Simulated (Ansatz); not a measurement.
Geometry optimisation in Ansatz: input, command and trajectory.

```yaml
crystal:
  lattice:
    - [2.8094834029, 0.0, 0.0]
    - [-1.4047417014, 2.4330839985, 0.0]
    - [0.0, 0.0, 2.748629221]
  atoms:
    - { symbol: W, position: [0.0, 0.0, 0.0] }
    - { symbol: C, position: [0.6666666667, 0.3333333333, 0.5] }
basis:
  ecutwfc: 500
kpoints:
  mp_grid: { grid: [18, 18, 14] }
hamiltonian:
  xc: r2scan
scf:
  occupations: { method: gaussian, width: 0.1 }
output:
  forces: true
  stress: true
  eigenvalues: true
relax:
  adjacent_minimum: "off"
  f_tol: 0.008
  max_steps: 50
  cell: { stress_tol: 0.08, p_target: 50.0 }
```

```bash
ansatz run input.yaml --threads 1 --pin off --max-ram 2560MiB --backend cpu --events-out ev --progress --plain --runs-dir out
```

Computed with Ansatz 0.2.0, DFT r2SCAN, scalar-relativistic, plane waves, PAW.

Of 5 frames 4 are shown, positions in Å and forces in eV/Å; the SCF threshold varies from step to step. Steps run on the plane waves of an earlier cell, with a Pulay correction in the pressure. The basis is chosen afresh for the last frame, the zero of the energies, and at times for earlier ones too; energy and pressure step there, also at an unchanged geometry. The relaxation lowers the enthalpy F + PV at the target pressure, so the free energy itself can rise. The mark taken_back stands on steps that the optimiser undid.

```xyz
2
Lattice="2.8095 0.0000 0.0000 -1.4047 2.4331 0.0000 0.0000 0.0000 2.7486" Properties=species:S:1:pos:R:3:forces:R:3 pbc="T T T" step=1 free_energy_over_end_meV_per_atom=6.35 pressure_GPa=51.42
W     0.0000    0.0000    0.0000    0.0000    0.0000    0.0000
C     1.4047    0.8110    1.3743    0.0000    0.0000    0.0000
2
Lattice="2.8023 0.0000 0.0000 -1.4011 2.4268 0.0000 0.0000 0.0000 2.7678" Properties=species:S:1:pos:R:3:forces:R:3 pbc="T T T" step=2 free_energy_over_end_meV_per_atom=1.32 pressure_GPa=49.86 taken_back
W     0.0000    0.0000    0.0000    0.0000    0.0000    0.0000
C     1.4011    0.8089    1.3839    0.0000    0.0000    0.0000
2
Lattice="2.8082 0.0000 0.0000 -1.4041 2.4319 0.0000 0.0000 0.0000 2.7572" Properties=species:S:1:pos:R:3:forces:R:3 pbc="T T T" step=3 free_energy_over_end_meV_per_atom=-0.34 pressure_GPa=49.93
W     0.0000    0.0000    0.0000    0.0000    0.0000    0.0000
C     1.4041    0.8106    1.3786    0.0000    0.0000    0.0000
2
Lattice="2.8081 0.0000 0.0000 -1.4040 2.4319 0.0000 0.0000 0.0000 2.7570" Properties=species:S:1:pos:R:3:forces:R:3 pbc="T T T" step=5 free_energy_over_end_meV_per_atom=0.00 pressure_GPa=50.00
W     0.0000    0.0000    0.0000    0.0000    0.0000    0.0000
C     1.4040    0.8106    1.3785    0.0000    0.0000    0.0000
```

It took 75 s on 1 thread of Intel(R) Xeon(R) Platinum 8259CL CPU @ 2.50GHz (Skylake/Cascade Lake) (shared host), peak memory 0.55 GiB.

Spin–orbit coupling is left out, which can shift energies with elements as heavy as these.